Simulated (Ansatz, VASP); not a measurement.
KF in VASP and in Ansatz

```
K F
1.0
    -0.00679    2.56450    2.59527
     2.61393   -0.00679    2.59527
     2.60714    2.55771    0.00000
K F
1 1
Cartesian
  0.0000 0.0000 -0.0582
  2.6071 2.5577 2.6535
```

Alike in both runs: task single point; functional PBE; k mesh 8 × 8 × 8; occupations gaussian, width 0.02 eV; no spin polarisation.

|  | VASP | Ansatz |
| --- | --- | --- |
| version | VASP 6.6.1 | Ansatz 0.2.0 |
| potentials or method | VASP PAW PBE potentials, release 64 (K_sv, F) | scalar-relativistic, plane waves, PAW |
| plane-wave cutoff (eV) | 520 | 420 |
| valence electrons in the cell | 16 | 16 |

VASP gave:

- gap on the k mesh at the Fermi level (eV): 6.66
- least direct gap on the mesh (eV): 6.66
- pressure (GPa): 5.9
- largest component of the traceless stress (GPa): 1.19
- rms of the force components (eV/Å): 0.174

Which values does Ansatz return?

gap on the k mesh at the Fermi level (eV): 6.68; least direct gap on the mesh (eV): 6.68; pressure (GPa): 5.7; largest component of the traceless stress (GPa): 1.14; rms of the force components (eV/Å): 0.168.

Atom by atom the forces differ by 0.007 eV/Å (rms over components).

A k mesh can miss the band edges.
